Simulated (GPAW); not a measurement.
Write an ASE script for GPAW 26.7.0 that does the following.

* Task: single point
* Functional: TB-mBJ
* Potentials or basis: GPAW PAW data sets for LDA (gpaw-data 1.2.1)
* Cutoff: 600 eV
* Basis: pw
* k mesh: 6 × 6 × 2
* Occupations: fermi-dirac, width 0.05 eV
* Spin: no spin polarisation
* Maxiter: 150

The system is InSe.

```
In Se
1.0
     4.04733    0.00000    0.00000
    -2.02366    3.50509    0.00000
     0.00000    0.00000   18.05206
In Se
4 4
Direct
  0.33333 0.66667 0.07739
  0.33333 0.66667 0.92261
  0.00000 0.00000 0.42261
  0.00000 0.00000 0.57739
  0.33333 0.66667 0.35298
  0.33333 0.66667 0.64702
  0.66667 0.33333 0.14700
  0.66667 0.33333 0.85300
```

Measurements of this composition are mostly on another form, of space group No. 160.

The input as run:

run.py

```python
from ase import Atoms
from ase.dft.bandgap import bandgap
from ase.io import write
from gpaw import GPAW, PW

atoms = Atoms(['In', 'In', 'In', 'In', 'Se', 'Se', 'Se', 'Se'],
              cell=[[4.0473293151, 0.0, 0.0],
                    [-2.0236646576, 3.5050900044, 0.0],
                    [0.0, 0.0, 18.05206491]],
              scaled_positions=[[0.3333333333, 0.6666666667, 0.07739049],
                                [0.3333333333, 0.6666666667, 0.92260951],
                                [0.0, 0.0, 0.42260632],
                                [0.0, 0.0, 0.57739368],
                                [0.3333333333, 0.6666666667, 0.35298428],
                                [0.3333333333, 0.6666666667, 0.64701572],
                                [0.6666666667, 0.3333333333, 0.14699993],
                                [0.6666666667, 0.3333333333, 0.85300007]],
              pbc=True)

calc = GPAW(mode=PW(600),
            xc='TB09',
            kpts={'size': (6, 6, 2), 'gamma': True},
            occupations={'name': 'fermi-dirac', 'width': 0.05},
            nbands=60,
            convergence={'density': 1e-05, 'energy': 1e-05},
            eigensolver='cg',
            maxiter=150,
            txt='gpaw.txt')
atoms.calc = calc
energy = atoms.get_potential_energy()
calc.write('gs.gpw')
write('result.traj', atoms)
print('Fermi level:', round(calc.get_fermi_level(), 4), 'eV')
print(f'Gap: {bandgap(calc)[0]:.4f} eV, direct: {bandgap(calc, direct=True)[0]:.4f} eV')
```

Potentials or basis: GPAW PAW data sets for LDA (gpaw-data 1.2.1), pw.

Launch:

```bash
$ OMP_NUM_THREADS=1 python run.py
```

It gave:

```yaml
Band_gap_on_the_k_mesh: 1.57 eV, direct
```

Caveat: a model potential gives levels but no total energy; spin-orbit coupling is left out, which moves the levels of the heavy elements.

Wall time 6.2 min on 1 thread of AMD EPYC 9R45 96-Core Processor (Zen 5) (shared host), peak memory 0.55 GiB.
